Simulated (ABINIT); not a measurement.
Crystal: Re.

```xyz
2
Lattice="2.7608 0.0000 0.0000 -1.3804 2.3909 0.0000 0.0000 0.0000 4.4582" Properties=species:S:1:pos:R:3 pbc="T T T"
Re    1.3804    0.7970    3.3436
Re    0.0000    1.5939    1.1145
```

Program: ABINIT 10.8.3 (patched build). Alike in all runs: task band structure; no spin polarisation; cell as given; k mesh 11 × 11 × 6; cutoff (eV) 980; smearing fermi-dirac 0.05 eV.

Task: Order these runs on this cell by their pressure, lowest first.
A. level PBE; potentials or basis SG15 NC PBE v1.2
B. level LDA; potentials or basis PseudoDojo NC SR LDA v0.4 stringent
C. level PBEsol; potentials or basis PseudoDojo NC SR PBEsol v0.4.1 standard

Result: B (-10.9 GPa), C (-4.3 GPa), A (5.8 GPa).

Not every run made on this cell is shown here.
